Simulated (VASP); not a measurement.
Given:

```
InN
1.0
    3.47829     0.00000     0.00000
   -1.73914     3.01229     0.00000
    0.00000     0.00000     5.68071
In N
2 2
Cartesian
  0.00000   2.00819   0.00000
  1.73915   1.00409   2.84036
  0.00000   2.00819   2.13027
  1.73915   1.00409   4.97062
```

These are PBEsol GGA, VASP's PBE PAW potentials (set 64) (plane waves; VASP) values and carry that method's errors. Run with 520 eV cut-off, 8×8×4 Γ-centred mesh, Gaussian smearing of 0.050 eV, potentials In_d N.

Energy and stress use the plane-wave basis of the starting cell.

The ions, cell shape and volume are relaxed. Give the cell that the relaxation ends in.

```
InN
1.0
    3.53786     0.00000     0.00000
   -1.76893     3.06388     0.00000
    0.00000     0.00000     5.71669
In N
2 2
Direct
  0.33333   0.66667   0.99811
  0.66667   0.33333   0.49811
  0.33333   0.66667   0.37689
  0.66667   0.33333   0.87689
```
Space group P6_3mc (186), at a tolerance of 0.03 Å.

How do energy and volume change from the first to the last step?

The energy (σ→0) changes by -12.0 meV/atom and the volume by +4.1 %, in 6 ionic steps.

```csv
step,E(σ→0) (eV),max force (eV/Å),pressure (GPa),volume (Å³)
1,-23.1069,0.074,6.02,59.52
2,-23.1146,0.052,-4.88,64.47
3,-23.1529,0.063,-0.09,62.04
4,-23.1529,0.064,0.01,61.99
5,-23.1539,0.044,0.03,61.98
6,-23.1548,0.002,0.05,61.97
```

The structure was generated: InN was put into the wurtzite type (P6_3mc), which need not be its known phase. This run relaxes it. Symmetry was kept, so distortions that lower it aren't found.
